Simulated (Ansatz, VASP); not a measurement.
# KBr: VASP beside Ansatz

Wanted: the spread between two codes on one cell, functional and k mesh.

Main program and level: Ansatz 0.2.0; plane waves, with VASP 6.6.1 beside it; single point at PBEsol, single point at LDA and single point at r2SCAN.

### Step 1. The structure

Symmetry: Fm-3m, No. 225, cubic system. The conventional cell has a = 6.585 Å, b = 6.585 Å, c = 6.585 Å, α = 90.00°, β = 90.00°, γ = 90.00°. Nearest to Br lie 6 K at 3.29 Å. K has 6 Br at 3.29 Å nearest. Farther neighbours and most contacts between anions are not listed.

Coordinates:

```cif
data_structure
_symmetry_space_group_name_H-M 'Fm-3m'
_symmetry_Int_Tables_number 225
_cell_length_a 6.5847
_cell_length_b 6.5847
_cell_length_c 6.5847
_cell_angle_alpha 90.000
_cell_angle_beta 90.000
_cell_angle_gamma 90.000
_cell_volume 285.50
loop_
_atom_site_label
_atom_site_type_symbol
_atom_site_symmetry_multiplicity
_atom_site_Wyckoff_symbol
_atom_site_fract_x
_atom_site_fract_y
_atom_site_fract_z
_atom_site_occupancy
Br1 Br 4 b 0.50000 0.00000 0.00000 1
K1 K 4 a 0.00000 0.00000 0.00000 1
```

### Step 2. Ansatz: single point, PBEsol

Ansatz runs on its default PAW (the set named soft_2) files.

A single point gives forces, pressure and levels at one fixed geometry, so differences don't come from the geometry; what else differs is listed under the comparison.

The input, input.yaml:

```yaml
crystal:
  lattice:
    - [0.0, 3.29235, 3.29235]
    - [3.29235, 0.0, 3.29235]
    - [3.29235, 3.29235, 0.0]
  atoms:
    - { symbol: Br, position: [0.5, 0.5, 0.5] }
    - { symbol: K, position: [0.0, 0.0, 0.0] }
hamiltonian:
  xc: pbesol
  pseudopotentials: { kind: paw }
kpoints:
  mp_grid: { grid: [6, 6, 6] }
scf:
  occupations: { method: gaussian, width: 0.05 }
  n_extra_bands: 4
output:
  forces: true
  stress: true
  eigenvalues: true
```

Launch:

```console
> ansatz run input.yaml --threads 2 --pin off --max-ram 4608MiB --backend cpu --events-out ev --progress --plain --runs-dir out
```

Numbers of over 12 decimals in the logs are rounded to 6 here.

What it wrote:

```text
scf.n_extra_bands = 4 over 8 filled bands (N_el = 16.0): the run solves 12 bands
Engine: ansatz 0.2.0, aarch64-unknown-linux-gnu
Pseudopotentials: kind: paw
Pseudopotential: Br, paw, valence charge 7, recommended cutoff 420 eV (normal), Br.paw.azcp
Pseudopotential: K, paw, valence charge 9, recommended cutoff 420 eV (normal), K.paw.azcp
Functional definition: PBEsol
  exchange = pbesol_x
  correlation = pbesol_c
Crystal: 2 atoms, lattice volume = 71.375 Å³
Basis set: ecut = 420 eV, 1411 PW (Γ), exchange–correlation on 64×64×64 points (8 copies of the dense FFT grid, shifted against one another)
Bands: 12, of which v1, the nominal top of the filled ones, is band 8 counted from 1 (7 counted from 0)
Symmetry: 48 space group operations
Space group: Fm-3m (ITA 225), of the structure as read, at distance tolerance 4.1e-5 Å
k-points: 16 of 216
Non-local potential: Br, projectors of the file, l = 0: 2, l = 1: 2, l = 2: 2
Non-local potential: K, projectors of the file, l = 0: 3, l = 1: 2, l = 2: 2
PAW form: soft (Blöchl's): semilocal exchange-correlation on the pseudo side does not see the compensation charge
PAW frozen core: Br, regenerated for the run's functional, and the local potential with it (the file was generated under x = pbe(κ = 0.804, μ = 0.219515), c = pbe(β = 0.066725))
PAW frozen core: K, regenerated for the run's functional, and the local potential with it (the file was generated under x = pbe(κ = 0.804, μ = 0.219515), c = pbe(β = 0.066725))
PAW one-centre angular grid: Br, 110 points (default); XC on 64 Gauss nodes
PAW one-centre angular grid: K, 110 points (default); XC on 64 Gauss nodes
Initial density: superposition of atomic densities (neutral atoms: chi_scale 0, normalization atom), corrected by the library's trained network
Initial wavefunctions: pseudopotential atomic-orbital guess
Functional: x = pbesol(κ = 0.804, μ = 0.123457), c = pbesol(β = 0.046)
SCF iter   1: F=—  HF=-4255.984517 eV  |F-HF|=—  |Δ(HF+E_count)|=         —  Δρ=1.97e-3  dr2=2.80e-3  ethr=1.77e-3  ⟨swp⟩=6.4  Hψ=1286  notcnv=0
preconditioner: auto → none  [insulator: Δε(μ)=4.276 eV  Ē_g=14.636 eV  σ=0.050 eV  W_gap=1.00  n_scr=14 (ndim 8)  ℏωp=16.4 eV  f_vac=0.054  D(μ)=0.00/eV (n_scr^D=0)  ε∞_Penn≈2.3]
SCF iter   2: F=—  HF=-4255.983401 eV  |F-HF|=—  |Δ(HF+E_count)|=   1.12e-3  Δρ=7.77e-4  dr2=2.63e-4  ethr=1.75e-5  ⟨swp⟩=2.5  Hψ=475  notcnv=0
SCF iter   3: F=—  HF=-4255.983394 eV  |F-HF|=—  |Δ(HF+E_count)|=   6.49e-6  Δρ=2.03e-4  dr2=1.22e-5  ethr=1.64e-6  ⟨swp⟩=2.0  Hψ=295  notcnv=0
SCF iter   4: F=—  HF=-4255.983396 eV  |F-HF|=—  |Δ(HF+E_count)|=   1.92e-6  Δρ=4.54e-5  dr2=2.68e-6  ethr=7.64e-8  ⟨swp⟩=2.0  Hψ=304  notcnv=0
iter 5 did not close the SCF: its close was put off for the readings that it lacked (scf_convergence_deferred on its scf_iter line)
SCF iter   5: F=-4255.983395 eV  HF=-4255.983395 eV  |F-HF|=2.88e-8  |Δ(HF+E_count)|=   9.26e-7  Δρ=8.12e-6  dr2=7.20e-8  ethr=1.67e-8  ⟨swp⟩=2.0  Hψ=244  notcnv=0
SCF iter   6: F=-4255.983395 eV  HF=-4255.983395 eV  |F-HF|=5.53e-9  |Δ(HF+E_count)|=   3.32e-9  Δρ=2.78e-6  dr2=7.43e-9  ethr=4.50e-10  ⟨swp⟩=3.2  Hψ=775  notcnv=0
SCF 1 converged in 6 iterations: F = -4255.983395 eV  dr2 = 7.43e-9
  greatest PAW one-centre occupation: 0.987 electrons in one spin orbital (limit 2), on the K atom at site 1 (counted from 0), in its partial waves of l = 0
SCF converged after 6 iterations
Free energy (F): -4255.983395 eV
Harris-Foulkes:  -4255.983395 eV  (|F-HF|=5.53e-9)
Internal energy: -4255.983395 eV  (E = F + TS)
E sigma→0 (E₀):  -4255.983395 eV
Fermi energy:    3.176459 eV
--- Per-component energies (eV) ---
  E_band       = -133.311752
  E_kinetic    = 387.899668
  E_local      = -836.094259  (includes V_loc(G=0)·N_el)
  E_nonlocal   = 84.020682
  E_hartree    = 270.084949
  E_xc         = -395.714443
  E_vxc        = -268.385781  (∫ρ·V_xc dr)
  E_paw        = -2964.535477  (= ΣΔE_a)
  E_vpaw       = -40.921181  (= ΣTr[D̂ρ^β])
  E_aug_tail   = -0.000004  (compensation charges beyond the density's cutoff)
  E_ewald      = -801.844668
  E_core_change = 0.200155  (= ΣΔE_core)
  E_smearing   = -0.000000  (= −TS)
  E_closure    = -0.000000  (closes the sum)
  Σ components = -4255.983395   (vs F -4255.983395, Δ=0.00e0)
--- Forces (eV/Å), atoms counted from 1 ---
  atom   1  Br     0.00000000    -0.00000000    -0.00000000
  atom   2  K     -0.00000000     0.00000000    -0.00000000
  max |Σ_I F_I| component: 3.25e-30 eV/Å
--- Stress (GPa, compression-positive) ---
       -0.231633       0.000000      -0.000000
        0.000000      -0.231633       0.000000
       -0.000000       0.000000      -0.231633
  P = ⅓ Tr σ = -0.2316 GPa (-2.316 kbar)
--- Band table (eV; the first three rows and the last of 16) ---
  k-point 0: bands = [... 4 lower, -10.1134, 1.0268, 1.0268, 1.0268, 5.3254, 8.5599, 8.5599, 8.5599]
  k-point 1: bands = [... 4 lower, -10.0498, 0.6448, 0.9345, 0.9345, 5.9946, 8.4022, 8.8876, 8.8876]
  k-point 2: bands = [... 4 lower, -9.9330, 0.0529, 0.7617, 0.7617, 7.1008, 8.6545, 9.7620, 9.7620]
  k-point 15: bands = [... 4 lower, -10.0548, 0.2967, 0.5340, 0.5642, 7.5098, 8.8824, 9.2207, 10.2149]
```

It took 1.2 s on 2 threads of Arm Neoverse N1, shared host; peak memory 0.27 GiB; 2 s of CPU time.

Reading the cycles: dr2 is the Hartree energy of the density residual (eV), the measure of convergence; HF is the Harris–Foulkes estimate of the energy, which meets the free energy F at convergence.

The run ends at a pressure of -0.23 GPa.

### Step 3. VASP: single point, PBEsol

The same cell, functional, mesh and smearing now go to VASP, with its own data sets and cutoff.

Lines of VASP's logs that name or quote its potential files are left out, and so is its time.

The input, INCAR:

```
SYSTEM = KBr
PREC = Accurate
ENCUT = 400
EDIFF = 1E-05
NELM = 100
ISMEAR = 0
SIGMA = 0.05
LREAL = .FALSE.
ALGO = Normal
GGA = PS
NBANDS = 14
LORBIT = 11
LWAVE = .FALSE.
LCHARG = .FALSE.
KPAR = 4
```

The input, POSCAR:

```
KBr
1.0
    0.0000000000      3.2923500000      3.2923500000
    3.2923500000      0.0000000000      3.2923500000
    3.2923500000      3.2923500000      0.0000000000
Br K
1 1
Direct
    0.5000000000      0.5000000000      0.5000000000
    0.0000000000      0.0000000000      0.0000000000
```

The input, KPOINTS:

```
Automatic mesh
0
Gamma
6 6 6
0 0 0
```

The projector-augmented-wave data sets are Br and K_sv (PBE family, release 64).

Launch:

```console
> mpirun -np 4 vasp_std
```

What it wrote:

```text
[banner, memory and clock lines left out]
running    4 mpi-ranks, on    1 nodes
 distrk:  each k-point on    1 cores,    4 groups
 distr:  one band on    1 cores,    1 groups

 POSCAR found type information on POSCAR BrK
 POSCAR found :  2 types and       2 ions
|                                                                             |
|               ----> ADVICE to this user running VASP <----                  |
|                                                                             |
|     You enforced a specific xc type in the INCAR file but a different       |
|     [... a line on the potential file left out ...]
|     I HOPE YOU KNOW WHAT YOU ARE DOING!                                     |
|                                                                             |

 LDA part: xc-table for (Slater+PW92), standard interpolation
 POSCAR, INCAR and KPOINTS ok, starting setup
 FFT: planning ... GRIDC
 FFT: planning ... GRID_SOFT
 FFT: planning ... GRID
 WAVECAR not read
 entering main loop
       N       E                     dE             d eps       ncg     rms          rms(c)
DAV:   1     0.842730364651E+02    0.84273E+02   -0.60182E+03   448   0.819E+02
DAV:   2    -0.131175086764E+01   -0.85585E+02   -0.78650E+02   584   0.218E+02
DAV:   3    -0.639320910463E+01   -0.50815E+01   -0.50571E+01   586   0.468E+01
DAV:   4    -0.662190023745E+01   -0.22869E+00   -0.22863E+00   710   0.850E+00
DAV:   5    -0.662355352857E+01   -0.16533E-02   -0.16533E-02   580   0.801E-01    0.310E+00
DAV:   6    -0.646383084046E+01    0.15972E+00   -0.22110E-01   538   0.240E+00    0.230E+00
DAV:   7    -0.645110335744E+01    0.12727E-01   -0.10061E-01   580   0.174E+00    0.112E+00
DAV:   8    -0.645833374662E+01   -0.72304E-02   -0.11762E-02   560   0.808E-01    0.155E-01
DAV:   9    -0.645864695187E+01   -0.31321E-03   -0.39979E-04   574   0.118E-01    0.830E-02
DAV:  10    -0.645906026615E+01   -0.41331E-03   -0.50372E-04   472   0.129E-01    0.290E-02
DAV:  11    -0.645906154557E+01   -0.12794E-05   -0.13343E-05   540   0.199E-02
   1 F= -.64590615E+01 E0= -.64590615E+01  d E =-.127046E-11
```

From OUTCAR (step 3):

```text
ion  position               nearest neighbor table
   1  0.500  0.500  0.500-   2 3.29   2 3.29   2 3.29   2 3.29   2 3.29   2 3.29
   2  0.000  0.000  0.000-   1 3.29   1 3.29   1 3.29   1 3.29   1 3.29   1 3.29

  LATTYP: Found a face centered cubic cell.
 ALAT       =     6.5847000000

 Subroutine GETGRP returns: Found 48 space group operations
 (whereof 48 operations were pure point group operations)

The static configuration has the point symmetry O_h .

 Found     16 irreducible k-points:

   k-points           NKPTS =     16   k-points in BZ     NKDIM =     16   number of bands    NBANDS=     14

   dimension x,y,z NGX =    30 NGY =   30 NGZ =   30
   dimension x,y,z NGXF=    60 NGYF=   60 NGZF=   60

   ENCUT  =  400.0 eV  29.40 Ry    5.42 a.u.   7.59  7.59  7.59*2*pi/ulx,y,z

   NELECT =      16.0000    total number of electrons

 k-points in reciprocal lattice and weights: Automatic mesh
   0.00000000  0.00000000  0.00000000       0.005
   0.16666667  0.00000000  0.00000000       0.037
   0.33333333  0.00000000  0.00000000       0.037
   0.50000000  0.00000000  0.00000000       0.019
   0.16666667  0.16666667  0.00000000       0.028
   0.33333333  0.16666667  0.00000000       0.111
   0.50000000  0.16666667  0.00000000       0.111
  -0.33333333  0.16666667  0.00000000       0.111
  -0.16666667  0.16666667  0.00000000       0.056
[...]
-0.33333333  0.33333333  0.16666667       0.111
  -0.33333333  0.50000000  0.16666667       0.056

 average (electrostatic) potential at core
       1 -64.8221       2 -36.5916

 E-fermi :  -1.5777

 k-point     1 :       0.0000    0.0000    0.0000
  band No.  band energies     occupation
    ...
      4     -12.9392      2.00000
      5     -12.9392      2.00000
      6      -1.7988      2.00000
      7      -1.7988      2.00000
      8      -1.7988      2.00000
      9       2.4941      0.00000
     10       5.7293      0.00000
     11       5.7293      0.00000
     12       5.7293      0.00000
     13       6.5731      0.00000
    ...

 k-point     2 :       0.1667    0.0000    0.0000
  band No.  band energies     occupation
    ...
      4     -12.9407      2.00000
      5     -12.8753      2.00000
      6      -2.1819      2.00000
      7      -1.8911      2.00000
      8      -1.8911      2.00000
      9       3.1640      0.00000
     10       5.5718      0.00000
     11       6.0588      0.00000
     12       6.0588      0.00000
     13       6.9373      0.00000
    ...

 k-point     3 :       0.3333    0.0000    0.0000
  band No.  band energies     occupation
    ...
      4     -12.9436      2.00000
      5     -12.7581      2.00000
      6      -2.7749      2.00000
      7      -2.0639      2.00000
      8      -2.0639      2.00000
      9       4.2710      0.00000
     10       5.8253      0.00000
     11       6.9399      0.00000
     12       6.9399      0.00000
     13       7.8514      0.00000
    ...

  Total       -0.1012465     -0.1012465     -0.1012465      0.0000000      0.0000000     -0.0000000
  in kB       -2.2727026     -2.2727026     -2.2727026      0.0000000      0.0000000     -0.0000000
  external PRESSURE =      -2.2727026 kB  Pullay stress =       0.0000000 kB

  energy-cutoff  :      400.00
  volume of cell :       71.38
      direct lattice vectors                 reciprocal lattice vectors
     0.000000000  3.292350000  3.292350000    -0.151867207  0.151867207  0.151867207
     3.292350000  0.000000000  3.292350000     0.151867207 -0.151867207  0.151867207
     3.292350000  3.292350000  0.000000000     0.151867207  0.151867207 -0.151867207

 POSITION                                       TOTAL-FORCE (eV/Angst)
 -----------------------------------------------------------------------------------
      3.29235      3.29235      3.29235         0.000000      0.000000     -0.000000
      0.00000      0.00000      0.00000        -0.000000      0.000000      0.000000
 -----------------------------------------------------------------------------------
    total drift:                               -0.000000      0.000000      0.000000

  FREE ENERGIE OF THE ION-ELECTRON SYSTEM (eV)
  ---------------------------------------------------
  free  energy   TOTEN  =        -6.4590615456 eV

  energy  without entropy=       -6.4590615456  energy(sigma->0) =       -6.45906155

 total charge
# of ion       s       p       d       tot
------------------------------------------
    1        1.592   3.283   0.001   4.875
    2        1.956   5.566   0.025   7.547
--------------------------------------------------
tot          3.548   8.849   0.026  12.423

[... 3 further parts left out ...]
```

The run ends at a pressure of -0.23 GPa.

### Step 4. Comparison

Known differences besides the potentials themselves: the cutoff is 420 eV in Ansatz and 400 eV in VASP; Ansatz makes its cores anew for this functional, VASP keeps those of its PBE data sets; VASP leaves aspherical gradient terms in its spheres out (LASPH is not set), Ansatz keeps them. Total energies have different zeros and are not compared.

Both answers:

| quantity | Ansatz | VASP | difference |
| --- | --- | --- | --- |
| pressure (GPa) | -0.23 | -0.23 | 0.00 |
| gap on the k mesh (eV) | 4.299 | 4.293 | +0.006 |

A gap on the mesh is an upper bound, since the band edges may lie between its points. Ansatz's pressure holds a Pulay correction of 0.01 GPa; VASP's holds none.

### Step 5. Other set-ups

Further runs change the set-up of one program: Ansatz's method, potentials or start, or VASP's data sets, cutoff or form of LDA. The table gives Ansatz less VASP for each quantity, since a change that brings one quantity closer may part another.

```csv
run,pressure (GPa),gap on the k mesh (eV)
as above,-0.0044,0.0057
Ansatz's all-electron LAPW method,-0.0078,0.0058
```

### Step 6. VASP: single point, LDA, volume scaled by 1.03

A single point gives forces, pressure and levels at one fixed geometry, so differences don't come from the geometry; what else differs is listed under the comparison. The cell compared in this pair holds 66.93 Å³, against 71.38 Å³ for the pair before.

The input asks for a relaxation, which ended at its first step since no free force or stress exceeded the threshold; so it serves as a single point.

The input, INCAR:

```
SYSTEM = KBr
PREC = Accurate
ENCUT = 500
EDIFF = 1E-07
NELM = 100
ISMEAR = 0
SIGMA = 0.03
LREAL = .FALSE.
ALGO = Normal
GGA = CA
NBANDS = 14
LORBIT = 11
LWAVE = .FALSE.
LCHARG = .FALSE.
KPAR = 4
IBRION = 2
NSW = 50
ISIF = 4
EDIFFG = -0.002
```

The input, POSCAR:

```
KBr
1.0
    0.0000000000      3.2225137567      3.2225137567
    3.2225137567      0.0000000000      3.2225137567
    3.2225137567      3.2225137567      0.0000000000
Br K
1 1
Direct
    0.5000000000      0.5000000000      0.5000000000
    0.0000000000      0.0000000000      0.0000000000
```

KPOINTS is that of step 3.

The projector-augmented-wave data sets are Br and K_sv (LDA family, release 64).

Launch:

```console
> mpirun -np 4 vasp_std
```

What it wrote:

```text
[banner, memory and clock lines left out]
running    4 mpi-ranks, on    1 nodes
[...]
LDA part: xc-table for (Slater(with rela. corr.)+CA(PZ))
 , standard interpolation
 POSCAR, INCAR and KPOINTS ok, starting setup
[...]
entering main loop
       N       E                     dE             d eps       ncg     rms          rms(c)
DAV:   1     0.995913480156E+02    0.99591E+02   -0.71691E+03   448   0.101E+03
DAV:   2    -0.423531492175E+00   -0.10001E+03   -0.91038E+02   538   0.251E+02
DAV:   3    -0.676485585505E+01   -0.63413E+01   -0.63069E+01   604   0.530E+01
DAV:   4    -0.700629086590E+01   -0.24144E+00   -0.24133E+00   704   0.968E+00
[...]
DAV:  11    -0.683127849543E+01    0.89516E-06   -0.51384E-06   614   0.148E-02    0.478E-03
DAV:  12    -0.683127878011E+01   -0.28468E-06   -0.30946E-07   506   0.444E-03    0.131E-03
DAV:  13    -0.683127878845E+01   -0.83455E-08   -0.11699E-08   374   0.866E-04
   1 F= -.68312788E+01 E0= -.68312788E+01  d E =-.683128E+01
[...]
reached required accuracy - stopping structural energy minimisation
```

From OUTCAR (step 6):

```text
  Total       -0.2353694     -0.2353694     -0.2353694      0.0000000     -0.0000000      0.0000000
  in kB       -5.6343813     -5.6343813     -5.6343813      0.0000000     -0.0000000      0.0000000
  external PRESSURE =      -5.6343813 kB  Pullay stress =       0.0000000 kB

 POSITION                                       TOTAL-FORCE (eV/Angst)
 -----------------------------------------------------------------------------------
      3.22251      3.22251      3.22251         0.000000      0.000000      0.000000
      0.00000      0.00000      0.00000         0.000000      0.000000     -0.000000
 -----------------------------------------------------------------------------------
    total drift:                                0.000000      0.000000      0.000000

  FREE ENERGIE OF THE ION-ELECTRON SYSTEM (eV)
  ---------------------------------------------------
  free  energy   TOTEN  =        -6.8312787885 eV

  energy  without entropy=       -6.8312787885  energy(sigma->0) =       -6.83127879

 reached required accuracy - stopping structural energy minimisation

[... 1 part as in an earlier step ...]

[... 2 further parts left out ...]
[key lines of the parts left out:]
E-fermi :  -1.4181
```

### Step 7. Ansatz: single point, LDA, volume scaled by 1.03

The same cell, functional (in two slightly different forms), mesh and smearing now go to Ansatz, which takes its cutoff from its data sets.

The cell is a member of a volume series, scaled by 1.03 from a relaxed one, so a pressure remains.

input.yaml, the sections that differ from step 2:

```yaml
crystal:
  lattice:
    - [0.0, 3.22251376, 3.22251376]
    - [3.22251376, 0.0, 3.22251376]
    - [3.22251376, 3.22251376, 0.0]
  atoms:
    - { symbol: Br, position: [0.5, 0.5, 0.5] }
    - { symbol: K, position: [0.0, 0.0, 0.0] }
hamiltonian:
  xc: lda
  pseudopotentials: { kind: paw }
scf:
  occupations: { method: gaussian, width: 0.03 }
  n_extra_bands: 4
# kpoints, output: as in step 2
```

Launch:

```console
> ansatz run input.yaml --threads 2 --pin off --max-ram 4608MiB --backend cpu --events-out ev --progress --plain --runs-dir out
```

What it wrote:

```text
[...]
Crystal: 2 atoms, lattice volume = 66.929 Å³
Basis set: ecut = 420 eV, 1291 PW (Γ)
Bands: 12, of which v1, the nominal top of the filled ones, is band 8 counted from 1 (7 counted from 0)
Symmetry: 48 space group operations
[...]
k-points: 16 of 216
[...]
P = ⅓ Tr σ = -0.6392 GPa (-6.392 kbar)
--- Band table (eV; the first three rows and the last of 16) ---
  k-point 0: bands = [... 4 lower, -9.7093, 1.2934, 1.2934, 1.2934, 5.5149, 8.6516, 8.6516, 8.6516]
  k-point 1: bands = [... 4 lower, -9.6385, 0.8465, 1.1811, 1.1811, 6.2424, 8.5081, 9.0019, 9.0019]
  k-point 2: bands = [... 4 lower, -9.5066, 0.1709, 0.9732, 0.9732, 7.3434, 8.8886, 9.9383, 9.9383]
  k-point 15: bands = [... 4 lower, -9.6460, 0.4813, 0.7229, 0.7763, 7.5827, 9.1922, 9.4682, 10.5503]
[key lines of the parts left out:]
SCF converged after 6 iterations
Free energy (F): -4193.633275 eV
Fermi energy:    3.404234 eV
```

The job ended after 0.97 s (2 threads; peak memory 0.26 GiB; 1.6 s of CPU time).

The run ends at a pressure of -0.64 GPa.

### Step 8. Comparison

What differs besides the data sets and the points named for the pairs above, as far as they apply: the two LDA forms differ slightly; the cutoff is 420 eV in Ansatz and 500 eV in VASP; VASP's log shows a relativistic correction to its local exchange, Ansatz's none. Total energies have different zeros and are not compared.

Both answers:

```csv
quantity,Ansatz,VASP,difference
pressure (GPa),-0.64,-0.56,-0.08
gap on the k mesh (eV),4.221,4.230,-0.008
```

A gap on the mesh is an upper bound, since the band edges may lie between its points.

(Continued in part 2 of 2.)

[Lines on the potential files, build, host, timing and source positions are cut from VASP's logs without a mark.]

[Logs are printed without paths, hosts, clocks, repeated set-up lines and the standing remarks that a program may print on its own settings, such as how far it seeks lower states.]

[Hosts, paths, dates, database ids (printed as entryN), source tags and the programs' standing remarks are cut or masked in the printed files.]
